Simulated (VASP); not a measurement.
# InP (F-43m) in VASP: a series of runs

The runs below take InP through relaxation of cell and atoms, single point, with PBE+D3(BJ).

All numbers are computed with VASP 6.6.1; they aren't measurements. Logs are shortened: lines on timing, memory, paths and dates and some standing lists are left out, and cuts for length are marked.

**What was measured.**

A printed reference work, data compilation reports, for a bulk crystal of InP at 1.6 K: band gap 1.4236 eV (direct).

How close the calculation comes is told below.

**1. The cell of the first run**

Symmetry: F-43m, No. 216, cubic system. Conventional cell: a = 5.861 Å, b = 5.861 Å, c = 5.861 Å, α = 90.00°, β = 90.00°, γ = 90.00°. Within 3.3 Å of In (site symmetry -43m) lie 4 P at 2.54 Å. P (site symmetry -43m) has 4 In at 2.54 Å within 3.3 Å.

**2. Relaxation of cell and atoms, PBE+D3(BJ)**

INCAR

```
  PREC = Accurate
  ENCUT = 600
  EDIFF = 1E-7
  ISMEAR = 0
  SIGMA = 0.02
  LREAL = False
  LASPH = True
  NELM = 80
  ALGO = Normal
  ISIF = 3
  LWAVE = False
  LCHARG = False
  GGA = PE
  IVDW = 12
  IBRION = 2
  NSW = 100
  EDIFFG = -0.005
```

KPOINTS

```
regular mesh
0
Gamma
  8 8 8
```

POSCAR

```
InP
1.0
    0.0000000000      2.9305000000      2.9305000000
    2.9305000000      0.0000000000      2.9305000000
    2.9305000000      2.9305000000      0.0000000000
In P
1 1
Direct
    0.0000000000      0.0000000000      0.0000000000
    0.7500000000      0.7500000000      0.7500000000
```

Potentials or basis: VASP PAW PBE potentials, release 64 (In_d, P).

Started as:

```console
$ cat potpaw_PBE.64/In_d/POTCAR potpaw_PBE.64/P/POTCAR > POTCAR
$ mpirun -np 1 vasp_std > vasp.out
```

OUTCAR:

```text
PREC = Accurate
   ENCUT = 600
   EDIFF = 1E-7
   ISMEAR = 0
   LREAL = False
   LASPH = True
   NELM = 80
   ISIF = 3
   GGA = PE
   IVDW = 12
   IBRION = 2
   NSW = 100
   EDIFFG = -0.005
 IVDW          = 12

 ion  position               nearest neighbor table
   1  0.000  0.000  0.000-   2 2.54   2 2.54   2 2.54   2 2.54
   2  0.750  0.750  0.750-   1 2.54   1 2.54   1 2.54   1 2.54

  LATTYP: Found a face centered cubic cell.
 ALAT       =     5.8610000000

  Lattice vectors:

 A1 = (   0.0000000000,   2.9305000000,   2.9305000000)
 A2 = (   2.9305000000,   0.0000000000,   2.9305000000)
 A3 = (   2.9305000000,   2.9305000000,   0.0000000000)

Analysis of symmetry for initial positions (statically):
=====================================================================
 Subroutine PRICEL returns:
 Original cell was already a primitive cell.

 Routine SETGRP: Setting up the symmetry group for a
 face centered cubic supercell.

 Subroutine GETGRP returns: Found 24 space group operations
 (whereof 24 operations were pure point group operations)
 out of a pool of 48 trial point group operations.

The static configuration has the point symmetry T_d .

Analysis of symmetry for dynamics (positions and initial velocities):
=====================================================================
 Subroutine PRICEL returns:
 Original cell was already a primitive cell.

 Routine SETGRP: Setting up the symmetry group for a
 face centered cubic supercell.

 Subroutine GETGRP returns: Found 24 space group operations
 (whereof 24 operations were pure point group operations)
 out of a pool of 48 trial point group operations.

The dynamic configuration has the point symmetry T_d .

 Subroutine INISYM returns: Found 24 space group operations
 (whereof 24 operations are pure point group operations),
 and found     1 'primitive' translations

----------------------------------------------------------------------------------------

                                     Primitive cell

  volume of cell :      50.3333

  direct lattice vectors                    reciprocal lattice vectors
     0.000000000  2.930500000  2.930500000    -0.170619348  0.170619348  0.170619348
     2.930500000  0.000000000  2.930500000     0.170619348 -0.170619348  0.170619348
     2.930500000  2.930500000  0.000000000     0.170619348  0.170619348 -0.170619348

  length of vectors
     4.144352845  4.144352845  4.144352845     0.295521380  0.295521380  0.295521380

  position of ions in fractional coordinates (direct lattice)
     0.000000000  0.000000000  0.000000000
     0.750000000  0.750000000  0.750000000

  ion indices of the primitive-cell ions
   primitive index   ion index
                 1           1
                 2           2

----------------------------------------------------------------------------------------

 KPOINTS: regular mesh

Automatic generation of k-mesh.
 Grid dimensions read from file:
 generate k-points for:    8    8    8

 Generating k-lattice:

  Cartesian coordinates                     Fractional coordinates (reciprocal lattice)
    -0.021327419  0.021327419  0.021327419     0.125000000  0.000000000  0.000000000
     0.021327419 -0.021327419  0.021327419     0.000000000  0.125000000  0.000000000
     0.021327419  0.021327419 -0.021327419     0.000000000  0.000000000  0.125000000

  Length of vectors
     0.036940172  0.036940172  0.036940172

  Shift w.r.t. Gamma in fractional coordinates (k-lattice)
     0.000000000  0.000000000  0.000000000

 Subroutine IBZKPT returns following result:
 ===========================================

 Found     29 irreducible k-points:

 Following reciprocal coordinates:
            Coordinates               Weight
  0.000000  0.000000  0.000000      1.000000
  0.125000  0.000000  0.000000      8.000000
  0.250000  0.000000  0.000000      8.000000
  0.375000  0.000000  0.000000      8.000000
  0.500000  0.000000  0.000000      4.000000
  0.125000  0.125000  0.000000      6.000000
[... 16 lines left out ...]
  0.500000  0.250000  0.125000     48.000000
 -0.375000  0.250000  0.125000     24.000000
 [... further k-points ...]
   k-points           NKPTS =     29   k-points in BZ     NKDIM =     29   number of bands    NBANDS=     13
   number of dos      NEDOS =    301   number of ions     NIONS =      2
   total plane-waves  NPLWV =  46656
   dimension x,y,z NGX =    36 NGY =   36 NGZ =   36
   dimension x,y,z NGXF=    72 NGYF=   72 NGZF=   72
   ions per type =               1   1
   NGX,Y,Z   is equivalent  to a cutoff of  14.44, 14.44, 14.44 a.u.
   NGXF,Y,Z  is equivalent  to a cutoff of  28.88, 28.88, 28.88 a.u.
 SYSTEM =  unknown system
   PREC   = accura    normal or accurate (medium, high low for compatibility)
   ISTART =      0    job   : 0-new  1-cont  2-samecut
   ICHARG =      2    charge: 1-file 2-atom 10-const
   ISPIN  =      1    spin polarized calculation?
   LNONCOLLINEAR =      F non collinear calculations
   LSORBIT =      F    spin-orbit coupling
   LASPH  =      T    aspherical Exc in radial PAW
   ENCUT  =  600.0 eV  44.10 Ry    6.64 a.u.   8.28  8.28  8.28*2*pi/ulx,y,z
   NELM   =     80;   NELMIN=  2; NELMDL= -5     # of ELM steps
   EDIFF  = 0.1E-06   stopping-criterion for ELM
   LREAL  =      F    real-space projection
   EDIFFG = -.5E-02   stopping-criterion for IOM
   NSW    =    100    number of steps for IOM
   IBRION =      2    ionic relax: 0-MD 1-quasi-New 2-CG
   NFREE  =      1    steps in history (QN), initial steepest desc. (CG)
   ISIF   =      3    stress and relaxation
   ISYM   =      2    0-nonsym 1-usesym 2-fastsym
   POTIM  = 0.5000    time-step for ionic-motion
   TEBEG  =    0.0;   TEEND  =   0.0 temperature during run
   PSTRESS=    0.0 pullay stress
   NELECT =      18.0000    total number of electrons
   NUPDOWN=      -1.0000    fix difference up-down
   EMIN   =  10.00;   EMAX   =-10.00  energy-range for DOS
   EFERMI =   0.00;   METHOD = LEGACY
   ISMEAR =     0;   SIGMA  =   0.02  broadening in eV -4-tet -1-fermi 0-gaus
   EFERMI_NEDOS =   21; number of points for ismear=-14 and -15
   IALGO  =     38    algorithm
   IMIX   =      4    mixing-type and parameters
     AMIX     =   0.40;   BMIX     =  1.00
     AMIX_MAG =   1.60;   BMIX_MAG =  1.00
  volume/ion in A,a.u.               =      25.17       169.83
  Fermi-wavevector in a.u.,A,eV,Ry     =   1.162021  2.195901 18.371846  1.350293
  Thomas-Fermi vector in A             =   2.298587
   LORBIT       =      0    0 simple, 1 ext, 2 COOP (PROOUT), +10 PAW based schemes
   GGA     = PE    functional components
   LHFCALC =     F    Hartree Fock is set to
   AEXX    =    0.0000 exact exchange contribution
   IVDW    =    12    specifies the selected vdW correction
   LEPSILON=     F    determine dielectric tensor
   LRPA    =     F    only Hartree local field effects (RPA)
 conjugate gradient relaxation of ions
 non-spin polarized calculation
 Gauss-broadening in eV      SIGMA  =   0.02
  energy-cutoff  :      600.00
  volume of cell :       50.33
 maximum number of plane-waves:      1700
 NGX is ok and might be reduce to    36
   NGX = 17   NGY = 17   NGZ = 17

--------------------------------------- Ionic step        1  -------------------------------------------

 number of electron      17.9999998 magnetization

 Free energy of the ion-electron system (eV)
  ---------------------------------------------------
  ext. energy  EPLUGINS =         0.00000000
  ---------------------------------------------------
  free energy    TOTEN  =        -8.38087474 eV

  energy without entropy =       -8.38087474  energy(sigma->0) =       -8.38087474

------------------------ aborting loop because EDIFF is reached ----------------------------------------

 Edisp (eV)   -0.62732

 E8    (eV) :    -0.2789

  FORCE on cell =-STRESS in cart. coord.  units (eV):
  Direction    XX          YY          ZZ          XY          YZ          ZX
  --------------------------------------------------------------------------------------
  -------------------------------------------------------------------------------------
  Total       0.34518     0.34518     0.34518     0.00000    -0.00000    -0.00000
  in kB      10.98753    10.98753    10.98753     0.00000    -0.00000    -0.00000
  external pressure =       10.99 kB  Pullay stress =        0.00 kB

 VOLUME and BASIS-vectors are now :
 -----------------------------------------------------------------------------
  energy-cutoff  :      600.00
  volume of cell :       50.33
      direct lattice vectors                 reciprocal lattice vectors
     0.000000000  2.930500000  2.930500000    -0.170619348  0.170619348  0.170619348
     2.930500000  0.000000000  2.930500000     0.170619348 -0.170619348  0.170619348
     2.930500000  2.930500000  0.000000000     0.170619348  0.170619348 -0.170619348
[... 41 lines left out ...]
 POSITION                                       TOTAL-FORCE (eV/Angst)
 -----------------------------------------------------------------------------------
      5.90980      2.95490      2.95490         0.000000      0.000000      0.000000
      4.43235      4.43235      4.43235        -0.000000     -0.000000     -0.000000
 -----------------------------------------------------------------------------------
    total drift:                                0.000000      0.000000      0.000000

  FREE ENERGIE OF THE ION-ELECTRON SYSTEM (eV)
  ---------------------------------------------------
  free  energy   TOTEN  =        -9.0101738551 eV

  energy  without entropy=       -9.0101738551  energy(sigma->0) =       -9.01017386

--------------------------------------- Ionic step        3  -------------------------------------------

 number of electron      17.9999998 magnetization

 Free energy of the ion-electron system (eV)
  ---------------------------------------------------
  ext. energy  EPLUGINS =         0.00000000
  ---------------------------------------------------
  free energy    TOTEN  =        -8.39476424 eV

  energy without entropy =       -8.39476424  energy(sigma->0) =       -8.39476424

 E-fermi :   5.1365     XC(G=0):  -9.2111

 val. band max:        5.0141874703   @ k =   0.0000   0.0000   0.0000
 cond. band min:       5.6380294921   @ k =   0.0000   0.0000   0.0000
 fundamental gap:      0.6238420218
 Fermi energy:         5.1364653838

 k-point     1 :       0.0000    0.0000    0.0000
  band No.  band energies     occupation
      1      -9.1408      2.00000
      2      -9.1408      2.00000
      3      -9.1408      2.00000
      4      -8.9967      2.00000
      5      -8.9967      2.00000
      6      -6.3936      2.00000
      7       5.0142      2.00000
      8       5.0142      2.00000
      9       5.0142      2.00000
     10       5.6380      0.00000
     11       9.1061      0.00000
     12       9.1061      0.00000
     13       9.1061      0.00000

 k-point     2 :       0.1250    0.0000    0.0000
  band No.  band energies     occupation
      1      -9.1585      2.00000
      2      -9.1337      2.00000
      3      -9.1337      2.00000
      4      -8.9966      2.00000
      5      -8.9966      2.00000
      6      -6.2198      2.00000
      7       3.4733      2.00000
      8       4.8333      2.00000
      9       4.8333      2.00000
     10       6.6045      0.00000
     11       9.2453      0.00000
[... 339 lines left out ...]
 k-point    24 :      -0.3750    0.2500    0.1250
  band No.  band energies     occupation
      1      -9.2660      2.00000
      2      -9.0948      2.00000
      3      -9.0759      2.00000
      4      -9.0017      2.00000
      5      -8.9843      2.00000
      6      -4.4137      2.00000
      7      -0.4542      2.00000
      8       2.3781      2.00000
      9       3.4228      2.00000
     10       8.1387      0.00000
     11       9.2064      0.00000
     12      10.8602      0.00000
     13      12.1966      0.00000

 [... further k-points ...]

------------------------ aborting loop because EDIFF is reached ----------------------------------------

 Edisp (eV)   -0.61620

 E8    (eV) :    -0.2739

  FORCE on cell =-STRESS in cart. coord.  units (eV):
  Direction    XX          YY          ZZ          XY          YZ          ZX
  --------------------------------------------------------------------------------------
  -------------------------------------------------------------------------------------
  Total       0.00130     0.00130     0.00130     0.00000     0.00000     0.00000
  in kB       0.04080     0.04080     0.04080     0.00000     0.00000     0.00000
  external pressure =        0.04 kB  Pullay stress =        0.00 kB

 VOLUME and BASIS-vectors are now :
 -----------------------------------------------------------------------------
  energy-cutoff  :      600.00
  volume of cell :       51.15
      direct lattice vectors                 reciprocal lattice vectors
     0.000000000  2.946312193  2.946312193    -0.169703673  0.169703673  0.169703673
     2.946312193 -0.000000000  2.946312193     0.169703673 -0.169703673  0.169703673
     2.946312193  2.946312193  0.000000000     0.169703673  0.169703673 -0.169703673

 POSITION                                       TOTAL-FORCE (eV/Angst)
 -----------------------------------------------------------------------------------
      0.00000      0.00000      0.00000        -0.000000     -0.000000     -0.000000
      4.41947      4.41947      4.41947         0.000000      0.000000      0.000000
 -----------------------------------------------------------------------------------
    total drift:                                0.000000      0.000000      0.000000

  FREE ENERGIE OF THE ION-ELECTRON SYSTEM (eV)
  ---------------------------------------------------
  free  energy   TOTEN  =        -9.0109598839 eV

  energy  without entropy=       -9.0109598839  energy(sigma->0) =       -9.01095988

 reached required accuracy - stopping structural energy minimisation
```

Wall time 36 s (1 thread of Intel Xeon 6975P-C (Granite Rapids), shared host); peak memory 0.23 GiB.

What came out:

- Free energy: -9.0110 eV
- Relaxed volume: 25.58 Å³/atom
- Relaxed cell: a = 4.167 Å, b = 4.167 Å, c = 4.167 Å, α = 60.00°, β = 60.00°, γ = 60.00°
- Space group after relaxing (to 0.05 Å): F-43m (No. 216)
- Energy gained by relaxing: 1.4 meV/atom
- Ionic steps: 3
- Pressure after relaxing: 0.0 GPa
- Band gap on the k mesh: 0.62 eV, direct
- Dispersion energy per atom: -0.308 eV

Step by step:
| step | energy change (eV) | largest force (eV/Å) | pressure (GPa) | volume (Å³) |
| --- | --- | --- | --- | --- |
| 1 | 0.0000 | 0.0000 | 1.10 | 50.33 |
| 2 | -0.0020 | 0.0000 | -0.56 | 51.60 |
| 3 | -0.0028 | 0.0000 | 0.00 | 51.15 |

Final structure:
```
In P
1.0
     0.00000    2.94631    2.94631
     2.94631    0.00000    2.94631
     2.94631    2.94631    0.00000
In P
1 1
Direct
  0.00000 0.00000 0.00000
  0.75000 0.75000 0.75000
```

Caveat: spin-orbit coupling is left out, which moves the levels of the heavy elements. Zero-point motion and thermal expansion aren't in these numbers.

**3. Single point, PBE+D3(BJ)**

This run uses another cell than the first one, of 25.59 Å³/atom, 1.017 times its volume.

INCAR

```
PREC = Accurate
ENCUT = 520
EDIFF = 1E-6
ISMEAR = 0
SIGMA = 0.02
LREAL = False
LASPH = True
NELM = 80
ALGO = Normal
ISIF = 2
LWAVE = False
LCHARG = True
GGA = PE
IVDW = 12
LELF = True
LVHAR = True
NBANDS = 16
```

KPOINTS is that of step 2.

POSCAR

```
InP
1.0
    0.0000000000      2.9467944393      2.9467944393
    2.9467944393      0.0000000000      2.9467944393
    2.9467944393      2.9467944393      0.0000000000
In P
1 1
Direct
    0.0000000000      0.0000000000      0.0000000000
    0.7500000000      0.7500000000      0.7500000000
```

Potentials or basis: VASP PAW PBE potentials, release 64 (In_d, P).

Started as:

```console
$ cat potpaw_PBE.64/In_d/POTCAR potpaw_PBE.64/P/POTCAR > POTCAR
$ mpirun -np 1 vasp_std > vasp.out
```

Wall time 11 s (1 thread of Intel Xeon 6975P-C (Granite Rapids), shared host); peak memory 0.19 GiB.

It converged, with:

```yaml
Free_energy: -9.0110 eV
Pressure: -0.1 GPa
Band_gap_on_the_k_mesh: 0.62 eV, direct
Dispersion_energy_per_atom: -0.308 eV
```

Levels at points of the mesh, in eV from the valence-band top:
```csv
k point,band 5,band 6,band 7,band 8,band 9,band 10,band 11,band 12,band 13,band 14
"(0.00, 0.00, 0.00)",-14.01,-11.40,0.00,0.00,0.00,0.62,4.09,4.09,4.09,8.50
"(0.50, 0.00, 0.00)",-14.00,-9.73,-5.64,-0.95,-0.95,1.46,4.81,4.81,7.07,9.40
"(0.50, 0.50, 0.00)",-13.98,-9.10,-5.68,-2.26,-2.26,1.79,2.27,9.11,9.48,9.48
```

Caveat: spin-orbit coupling is left out, which moves the levels of the heavy elements.

**4. Comparison with measurements**

Step 3. A measured gap of InP is 1.4236 eV (direct; 1.6 K; a printed reference work, data compilation); the calculated 0.62 eV misses it by -0.80 eV. Spin-orbit coupling on In is left out. The value is that of PBE+D3(BJ), without temperature or zero-point motion. Semilocal functionals fall short of measured gaps as a rule.
